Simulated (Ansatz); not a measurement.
# Does disorder add resistance in series? Ta(100) layers with 25 % Ru

Two lengths of the disordered region are known. What area resistance does the third give?

**Method.** Ansatz 0.2.0, plane waves with PAW datasets at their recommended cutoffs (420 eV for most), Fermi-Dirac smearing; ballistic transmission by layer matching. The area resistance is RA = A (h/2e²)(1/T − 1/N), with T the zone-mean transmission per spin and N the lead's channels, both averaged over a few energies near the Fermi level; for magnets each spin is taken apart, with h/e², and the two conduct in parallel. Lateral cell 2x2, PBE, a fresh random draw for each length.

The runs, with one result withheld:

| length (Å) | channels N | RA (fΩ m²) |
| --- | --- | --- |
| 6.61 | 10.21 | 0.578 |
| 13.2 | 10.21 | 1.12 |
| 19.8 | 10.21 | ? |

**Estimate by hand.**

Ohm's law makes RA linear in the length: the slope is (1.12 − 0.578)/(13.2 − 6.61) = 0.0826 fΩ m² per Å, or 83 µΩ cm. Then 1.12 + 0.0826 × 6.61. Predicted: 1.67 fΩ m².

**The withheld run.**

1.39 fΩ m², so the prediction is 20 % too high. The three lengths together give 61 µΩ cm. Single draws scatter; these runs don't part the causes of the miss, and leave the question open.

Caveats: The scatterers repeat sideways with the small cell. The slope is a raw one; a model of isotropic scattering puts it 1.01 times the bulk value over these lengths. Atoms sit unrelaxed on the host's lattice, and the pair may not mix at random in practice. Spin-orbit coupling is left out, which matters for Ta.
